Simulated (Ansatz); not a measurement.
Here is an Ansatz 0.2.0 calculation.

input.yaml

```yaml
crystal:
  lattice:
    - [-3.0335, 3.0335, 2.4385]
    - [3.0335, -3.0335, 2.4385]
    - [3.0335, 3.0335, -2.4385]
  atoms:
    - { symbol: Cu, position: [0.25, 0.25, 0.0] }
    - { symbol: Cu, position: [0.75, 0.75, 0.0] }
    - { symbol: Al, position: [0.3419, 0.1581, 0.5] }
    - { symbol: Al, position: [0.8419, 0.3419, 0.1838] }
    - { symbol: Al, position: [0.6581, 0.8419, 0.5] }
    - { symbol: Al, position: [0.1581, 0.6581, 0.8162] }
hamiltonian:
  xc: lda
  pseudopotentials: { kind: paw }
kpoints:
  mp_grid: { grid: [7, 7, 7] }
scf:
  occupations: { method: fermi_dirac, width: 0.05 }
output:
  forces: true
  stress: true
  eigenvalues: true
relax:
  f_tol: 0.01
  max_steps: 40
  cell: { stress_tol: 0.05 }
```

Potentials or basis: Ansatz PAW.

Run with:

```bash
$ ansatz run input.yaml --threads 2 --pin off --max-ram 5632MiB --backend cpu --events-out ev --progress --plain --runs-dir out
```

Problem. What does it give for the relaxed cell?

Solution. a = 4.831 Å, b = 4.831 Å, c = 4.831 Å, α = 104.20°, β = 104.20°, γ = 120.62°.

Problem. Estimate the relaxed volume.

Solution. 14.05 Å³/atom.

Final structure:
```xyz
6
Lattice="-2.9676 2.9676 2.3927 2.9676 -2.9676 2.3927 2.9676 2.9676 -2.3927" Properties=species:S:1:pos:R:3 pbc="T T T"
Cu    0.0000    0.0000    1.1964
Cu    0.0000    0.0000    3.5891
Al    0.9444    2.0232    0.0000
Al   -0.9444    2.0232    2.3927
Al    2.0232    0.9444    2.3927
Al    3.9121    0.9444    0.0000
```

Caveat: the PAW data sets come from PBE, with cores solved anew for the run's functional, which leaves a small shift of forces and pressure. Zero-point motion and thermal expansion aren't in these numbers.
